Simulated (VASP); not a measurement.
# Rh: energy at fixed spin moment

Rh, Fm-3m (no. 225), 1 atom in the cell. PBE, fixed spin moment; PAW potentials Rh_pv (PBE set).

Volume against the source cell: 1.

## Input

INCAR.step1:
```
SYSTEM = Rh
PREC = Accurate
ENCUT = 450
EDIFF = 1E-7
NELM = 200
ALGO = Normal
ISMEAR = 1
SIGMA = 0.1
LREAL = .False.
LASPH = .True.
LMAXMIX = 4
LORBIT = 11
LWAVE = .False.
LCHARG = .False.
GGA = PE
ISPIN = 2
ISIF = 2
NUPDOWN = 0.0
MAGMOM = 0
```

INCAR.step2, as INCAR.step1 but for:
```
- NUPDOWN = 0.0
- MAGMOM = 0
+ NUPDOWN = 0.13
+ MAGMOM = 0.13
```

INCAR.step3 to INCAR.step9 change the same tags again: MAGMOM = 0.26, 0.39, 0.52, 0.65, 0.78, 0.91, 1.04; NUPDOWN = 0.26, 0.39, 0.52, 0.65, 0.78, 0.91, 1.04.

INCAR.step10, as INCAR.step9 but for:
```
- NUPDOWN = 1.04
```

KPOINTS:
```
k-points
0
Gamma
  18 18 18
```

POSCAR:
```
Rh
1.0
    0.0000000000      1.8978500000      1.8978500000
    1.8978500000      0.0000000000      1.8978500000
    1.8978500000      1.8978500000      0.0000000000
Rh
1
Direct
    0.0000000000      0.0000000000      0.0000000000
```

Commands (each step's output is kept before the next begins):
```
cat potpaw_PBE.64/Rh_pv/POTCAR > POTCAR
cp INCAR.step1 INCAR
mpirun -np 4 vasp_std > vasp.out
rm WAVECAR CHG
cp INCAR.step2 INCAR
mpirun -np 4 vasp_std > vasp.out
rm WAVECAR CHG
cp INCAR.step3 INCAR
mpirun -np 4 vasp_std > vasp.out
rm WAVECAR CHG
cp INCAR.step4 INCAR
mpirun -np 4 vasp_std > vasp.out
rm WAVECAR CHG
cp INCAR.step5 INCAR
mpirun -np 4 vasp_std > vasp.out
rm WAVECAR CHG
cp INCAR.step6 INCAR
mpirun -np 4 vasp_std > vasp.out
rm WAVECAR CHG
cp INCAR.step7 INCAR
mpirun -np 4 vasp_std > vasp.out
rm WAVECAR CHG
cp INCAR.step8 INCAR
mpirun -np 4 vasp_std > vasp.out
rm WAVECAR CHG
cp INCAR.step9 INCAR
mpirun -np 4 vasp_std > vasp.out
rm WAVECAR CHG
cp INCAR.step10 INCAR
mpirun -np 4 vasp_std > vasp.out
```

## Result

- Moment at the minimum, by a parabola in the squared moment through the lowest point and its neighbours (muB per cell): 0.00
- Energy there by the same parabola, against the smallest moment (meV/atom): 0.0
- Moment left free (muB per cell): 0.00

Energy at fixed total moment:

| Moment (muB per cell) | Energy (meV/atom) | Pressure (GPa) |
|---|---|---|
| 0.00 | 0.0 | 7.2 |
| 0.13 | 2.8 | 7.4 |
| 0.26 | 12.5 | 7.8 |
| 0.39 | 31.7 | 8.5 |
| 0.52 | 54.4 | 9.4 |
| 0.65 | 79.5 | 10.5 |
| 0.78 | 110.0 | 11.9 |
| 0.91 | 146.2 | 13.4 |
| 1.04 | 190.9 | 15.3 |

VASP 6.6.1 took 90 s on 4 cores (Intel Xeon 6975P-C (Granite Rapids)), a shared host.
